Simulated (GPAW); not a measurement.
# TiZn15Se16 (ZnSe32 Ti1): moments or none, part 2 of 2

Aim: find out whether TiZn15Se16 (ZnSe32 Ti1) carries moments when they start parallel, and what they gain.

GPAW 26.7.0; PBE; plane waves with GPAW's PAW setups, scalar-relativistic.

So far. Step 2 (Run 1 (ferro +)): After 28 cycles the largest moment stands at 1.19 μB.

**3. Start 2: no spin polarisation**

A run without seeds gives the energy of the state without moments.

nospin.py reads:

```python
import json
import numpy as np
from ase import Atoms
from ase.parallel import paropen, parprint
from gpaw import GPAW

atoms = Atoms(['Ti', 'Se', 'Zn', 'Se', 'Zn', 'Se', 'Zn', 'Se', 'Zn', 'Se', 'Zn', 'Se', 'Zn', 'Se', 'Zn', 'Se', 'Zn', 'Se', 'Zn', 'Se', 'Zn', 'Se', 'Zn', 'Se', 'Zn', 'Se', 'Zn', 'Se', 'Zn', 'Se', 'Zn', 'Se'],
    cell=[[11.336, 0.0, 0.0],
         [0.0, 11.336, 0.0],
         [0.0, 0.0, 5.668]],
    scaled_positions=[[0.0, 0.0, 0.0],
         [0.125, 0.125, 0.25],
         [0.0, 0.25, 0.5],
         [0.125, 0.375, 0.75],
         [0.25, 0.0, 0.5],
         [0.375, 0.125, 0.75],
         [0.25, 0.25, 0.0],
         [0.375, 0.375, 0.25],
         [0.0, 0.5, 0.0],
         [0.125, 0.625, 0.25],
         [0.0, 0.75, 0.5],
         [0.125, 0.875, 0.75],
         [0.25, 0.5, 0.5],
         [0.375, 0.625, 0.75],
         [0.25, 0.75, 0.0],
         [0.375, 0.875, 0.25],
         [0.5, 0.0, 0.0],
         [0.625, 0.125, 0.25],
         [0.5, 0.25, 0.5],
         [0.625, 0.375, 0.75],
         [0.75, 0.0, 0.5],
         [0.875, 0.125, 0.75],
         [0.75, 0.25, 0.0],
         [0.875, 0.375, 0.25],
         [0.5, 0.5, 0.0],
         [0.625, 0.625, 0.25],
         [0.5, 0.75, 0.5],
         [0.625, 0.875, 0.75],
         [0.75, 0.5, 0.5],
         [0.875, 0.625, 0.75],
         [0.75, 0.75, 0.0],
         [0.875, 0.875, 0.25]],
    pbc=True)
atoms.calc = GPAW(mode={'name': 'pw', 'ecut': 450},
    xc='PBE',
    kpts={'size': (3, 3, 5), 'gamma': True},
    occupations={'name': 'fermi-dirac', 'width': 0.05},
    convergence={'density': 1e-05, 'energy': 1e-05},
    maxiter=200,
    mixer={'name': 'pulay', 'beta': 0.05, 'nmaxold': 6, 'weight': 50},
    symmetry={'tolerance': 1e-4},
    txt='nospin.txt')
e = atoms.get_potential_energy(force_consistent=True)
res = {'free_energy': e, 'energy_sigma0': atoms.get_potential_energy(), 'fermi_energy': atoms.calc.get_fermi_level()}
parprint(f'free energy: {e:.6f} eV')
atoms.calc.write('nospin.gpw')
with paropen('results.json', 'w') as f:
    json.dump(res, f)
```

Launch:

```sh
> OMP_NUM_THREADS=1 mpirun -n 4 gpaw python nospin.py > nospin.log
```

Numbers of over 12 decimals in the logs are rounded to 6 here.

Output:

```text
free energy: -101.561727 eV

--- nospin.txt ---
Input parameters:
  mode=PW(ecut=450),
  convergence={'density': 1e-05, 'energy': 1e-05},
  kpts=MonkhorstPack(size=(3, 3, 5), gamma=True),
  maxiter=200,
  mixer=Pulay(name='pulay', nmaxold=6, beta=0.05, weight=50, sigma=0.015, g_ss=None),
  occupations=Occupations(name='fermi-dirac', width=0.05),
  symmetry=Symmetry(tolerance=0.0001),
  xc=XC(name='PBE')

Diagonalizing LCAO Hamiltonian
Converting LCAO to pw mode
        .---------------------------.
       /|                           |
      / |                           |
     /  |  Se            Se         |
    /   |       Se            Se    |
   /  Zn|           Zn              |
  /    Se         Se Se         Se  |
 *      .--Zn-------------Zn--------.
 |     / Se Se         Se Se       /
 | Zn /      Zn  Zn        Zn     /
 |   Zn Zn    Se   Zn Zn    Se   /
 |  /Se            Se           /
 | /      Zn            Zn     /
 |/                           /
 Ti------------Zn------------*

Atoms  # Å, Bohr magnetons
|    | symbol |        x |        y |        z |    initial magnetic moments |
|----|--------|----------|----------|----------|-----------------------------|
|  0 |     Ti | 0.000000 | 0.000000 | 0.000000 | ( 0.0000,  0.0000,  0.0000) |
|  1 |     Se | 1.417000 | 1.417000 | 1.417000 | ( 0.0000,  0.0000,  0.0000) |
|  2 |     Zn | 0.000000 | 2.834000 | 2.834000 | ( 0.0000,  0.0000,  0.0000) |
|  3 |     Se | 1.417000 | 4.251000 | 4.251000 | ( 0.0000,  0.0000,  0.0000) |
|  4 |     Zn | 2.834000 | 0.000000 | 2.834000 | ( 0.0000,  0.0000,  0.0000) |
|  5 |     Se | 4.251000 | 1.417000 | 4.251000 | ( 0.0000,  0.0000,  0.0000) |
|  6 |     Zn | 2.834000 | 2.834000 | 0.000000 | ( 0.0000,  0.0000,  0.0000) |
|  7 |     Se | 4.251000 | 4.251000 | 1.417000 | ( 0.0000,  0.0000,  0.0000) |
|  8 |     Zn | 0.000000 | 5.668000 | 0.000000 | ( 0.0000,  0.0000,  0.0000) |
|  9 |     Se | 1.417000 | 7.085000 | 1.417000 | ( 0.0000,  0.0000,  0.0000) |
| 10 |     Zn | 0.000000 | 8.502000 | 2.834000 | ( 0.0000,  0.0000,  0.0000) |
| 11 |     Se | 1.417000 | 9.919000 | 4.251000 | ( 0.0000,  0.0000,  0.0000) |
| 12 |     Zn | 2.834000 | 5.668000 | 2.834000 | ( 0.0000,  0.0000,  0.0000) |
| 13 |     Se | 4.251000 | 7.085000 | 4.251000 | ( 0.0000,  0.0000,  0.0000) |
| 14 |     Zn | 2.834000 | 8.502000 | 0.000000 | ( 0.0000,  0.0000,  0.0000) |
| 15 |     Se | 4.251000 | 9.919000 | 1.417000 | ( 0.0000,  0.0000,  0.0000) |
| 16 |     Zn | 5.668000 | 0.000000 | 0.000000 | ( 0.0000,  0.0000,  0.0000) |
| 17 |     Se | 7.085000 | 1.417000 | 1.417000 | ( 0.0000,  0.0000,  0.0000) |
| 18 |     Zn | 5.668000 | 2.834000 | 2.834000 | ( 0.0000,  0.0000,  0.0000) |
| 19 |     Se | 7.085000 | 4.251000 | 4.251000 | ( 0.0000,  0.0000,  0.0000) |
| 20 |     Zn | 8.502000 | 0.000000 | 2.834000 | ( 0.0000,  0.0000,  0.0000) |
| 21 |     Se | 9.919000 | 1.417000 | 4.251000 | ( 0.0000,  0.0000,  0.0000) |
| 22 |     Zn | 8.502000 | 2.834000 | 0.000000 | ( 0.0000,  0.0000,  0.0000) |
| 23 |     Se | 9.919000 | 4.251000 | 1.417000 | ( 0.0000,  0.0000,  0.0000) |
| 24 |     Zn | 5.668000 | 5.668000 | 0.000000 | ( 0.0000,  0.0000,  0.0000) |
| 25 |     Se | 7.085000 | 7.085000 | 1.417000 | ( 0.0000,  0.0000,  0.0000) |
| 26 |     Zn | 5.668000 | 8.502000 | 2.834000 | ( 0.0000,  0.0000,  0.0000) |
| 27 |     Se | 7.085000 | 9.919000 | 4.251000 | ( 0.0000,  0.0000,  0.0000) |
| 28 |     Zn | 8.502000 | 5.668000 | 2.834000 | ( 0.0000,  0.0000,  0.0000) |
| 29 |     Se | 9.919000 | 7.085000 | 4.251000 | ( 0.0000,  0.0000,  0.0000) |
| 30 |     Zn | 8.502000 | 8.502000 | 0.000000 | ( 0.0000,  0.0000,  0.0000) |
| 31 |     Se | 9.919000 | 9.919000 | 1.417000 | ( 0.0000,  0.0000,  0.0000) |

Unit cell  # Å
| periodic |         x |         y |        z |   lengths |    angles |
|----------|-----------|-----------|----------|-----------|-----------|
|      yes | 11.336000 |  0.000000 | 0.000000 | 11.336000 | 90.000000 |
|      yes |  0.000000 | 11.336000 | 0.000000 | 11.336000 | 90.000000 |
|      yes |  0.000000 |  0.000000 | 5.668000 |  5.668000 | 90.000000 |

Number of symmetries: 8

BZ-sampling:
  Number of BZ points: 45
  Number of IBZ points: 9

  Monkhorst-Pack size: [3, 3, 5]
  Monkhorst-Pack shift: [0, 0, 0]

Plane wave coefficients: 15823
Cutoff: 450.000000 eV

Spin-components: 1 (collinear spins)
Bands:           177
Projectors:      176
Spin-degeneracy: 2
Datatype:        complex128

Parallelization:
  kpt:    2
  domain: 2
  band:   1

Density:
  Valence electrons: 288.0
  Components: 1
  Grid points: [56 56 28]
  Charge: 0.0  # |e|

Potential:
  Grid points: [56 56 28]

[... setups left out ...]
Reference energy: -1813800.428165  # eV

eigensolver:
  PPCG
  Converge bands: occupied
  niter=2

density mixing:
  Pulay-Mixer
  Linear mixing parameters: 0.05
  Old densities: 6
  Fourier metric: weight=50, sigma=0.015

occupation numbers:
  Fermi-Dirac:
    width: 0.0500  # eV

poisson solver:
  ecut: 3600.000000  # eV

xc functional:
  name: PBE with 2 nearest neighbor stencil

convergence criteria:
- Maximum integral of absolute [dens]ity change: 1e-05 electrons / valence electron
- Maximum [total energy] change in last 3 cyles: 1e-05 eV / valence electron
- Maximum integral of absolute [eigenst]ate change: 4e-08 eV^2 / valence electron
maximum number of iterations: 200

SCF iterations
|iter     |      energy | eigst |  dens |
|---------|-------------|-------|-------|
|iter:   1|       0s | -105.443042 | +1.15 |       |
|iter:   2|      12s | -104.577639 | +0.08 | -1.21 |
|iter:   3|      24s | -102.592687 | -0.43 | -1.28 |
|iter:   4|      35s | -102.664487 | -0.94 | -1.40 |
|iter:   5|      47s | -102.692708 | -1.33 | -1.40 |
|iter:   6|      59s | -103.043941 | -0.43 | -1.40 |
|iter:   7|      70s | -102.835114 | -0.34 | -1.58 |
|iter:   8|      82s | -103.057300 | -1.28 | -1.50 |
|iter:   9|      94s | -102.381332 | -0.96 | -1.48 |
|iter:  10|     106s | -101.714201 | -0.47 | -1.57 |
[... 18 iterations left out ...]
|iter:  29|     327s | -101.514489c| -5.55 | -4.09 |
|iter:  30|     339s | -101.514502c| -5.97 | -4.09 |
|iter:  31|     351s | -101.514506c| -6.26 | -4.14 |
|iter:  32|     362s | -101.514510c| -6.27 | -4.20 |
|iter:  33|     374s | -101.514508c| -6.22 | -4.34 |
|iter:  34|     386s | -101.514509c| -6.41 | -4.54 |
|iter:  35|     398s | -101.514509c| -7.06 | -4.78 |
|iter:  36|     404s | -101.514509c| -7.86c| -4.86 |
|iter:  37|     415s | -101.514510c| -7.20 | -4.93 |
|iter:  38|     421s | -101.514510c| -7.74c| -5.21c|

Converged in 38 steps
Energy contributions relative to reference atoms: (reference = -1813800.428165)

Energy contributions:
  Kinetic:         226.146971
  Coulomb:        -192.689278
  Zero:             -1.162749
  External:          0.000000
  Xc:             -133.762238
  Entropy:          -0.094433
  Spinorbit:         0.000000
  ----------------------------
  Free energy:    -101.561727
  Extrapolated:   -101.514510

dipole moment: (-100.331148, -100.331148, -93.124526)  # |e|*Ang

Fermi level: 5.989
Eigenvalues  # (at kpt = [0.000, 0.000, 0.000])
| band index |      eig [eV] | occ [0-2] |
|------------|---------------|-----------|
|          0 |       -51.605 |     2.000 |
|        ... |               |           |
|        138 |         2.977 |     2.000 |
|        139 |         3.041 |     2.000 |
|        140 |         3.788 |     2.000 |
|        141 |         3.800 |     2.000 |
|        142 |         3.800 |     2.000 |
|        143 |         5.349 |     2.000 |
|        144 |         5.796 |     1.959 |
|        145 |         5.860 |     1.859 |
|        146 |         6.382 |     0.001 |
|        147 |         6.492 |     0.000 |
|        148 |         6.492 |     0.000 |
|        149 |         7.336 |     0.000 |
|        150 |         7.408 |     0.000 |
|        151 |         7.408 |     0.000 |
|        152 |         7.554 |     0.000 |
|        153 |         7.632 |     0.000 |
|        ... |               |           |
|        176 |         9.958 |     0.000 |

No gap
No difference between direct/indirect transitions
```

Run time: 7.4 min. Hardware: 4 MPI ranks of AMD EPYC 7B13 (Zen 3), shared host; peak memory 1.9 GiB.

Numbers from this step:

* final state: non-magnetic (no spin polarisation)

It lies 473 meV a seeded atom over the first start.

**4. The states side by side**

These are free energies at a smearing of 0.05 eV, so its entropy term is in the differences. They are divided by the number of seeded atoms, so that cells of unlike size compare.

Orders:

| start | final state | typed order kept | energy over the lowest (meV a seeded atom) | largest site moment (μB) | net moment (μB a primitive cell) | mesh matched | CPU time (s) |
| --- | --- | --- | --- | --- | --- | --- | --- |
| ferro + | ferromagnetic | yes | 0 | 1.192 | 1.951 | yes | 2566 |
| no spin polarisation | non-magnetic | - | 472.8 | 0 | 0 | yes | 1775 |

**5. Summary of results**

- lower run: with moments
- largest site moment: 1.19 μB
- energy gained by spin polarisation: 473 meV a seeded atom

The crystal holds moments, up to 1.19 μB, and gains 473 meV a seeded atom by them. No antiferromagnetic order was tried, so the session says nothing on how the moments order.

[Logs and program files are shortened in this print: banners, set-up blocks, solver, clock and traceback lines can be left out without a mark of their own.]

[Logs are printed without paths, hosts, clocks, repeated set-up lines and the standing remarks that a program may print on its own settings, such as how far it seeks lower states.]

[Hosts, paths, dates, database ids (printed as entryN), source tags and the programs' standing remarks are cut or masked in the printed files.]

[Where a cell is said to come from a database of computed structures, the database is the Materials Project.]
